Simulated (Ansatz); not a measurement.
The system is TiO2.

```
Ti O
1.0
     4.59984    0.00000    0.00000
     0.00000    4.59984    0.00000
     0.00000    0.00000    2.95921
Ti O
2 4
Direct
  0.00000 0.00000 0.50000
  0.50000 0.50000 0.00000
  0.30432 0.30432 0.50000
  0.19568 0.80432 0.00000
  0.80432 0.19568 0.00000
  0.69568 0.69568 0.50000
```

The cell is a database's computed one.

Base run:

* Program: Ansatz 0.2.0
* Functional: PBE
* Potentials or basis: Ansatz PAW
* Cutoff: 420 eV (not typed: the program's choice for these potentials)
* k mesh: 6 × 6 × 9
* Occupations: fermi-dirac, width 0.05 eV
* Spin: no spin polarisation
* Hubbard terms: Ti d U = 2 eV

Its results: band gap on the k mesh 2.09 eV, direct; pressure 5.9 GPa; largest force 0.010 eV/Å.

The run is repeated on the same cell with these changes: hubbard terms from Ti d U = 2 eV to Ti d U = 4 eV. What comes out?

Band gap on the k mesh 2.31 eV, indirect (least direct gap 2.35 eV); pressure 7.8 GPa; largest force 0.013 eV/Å.
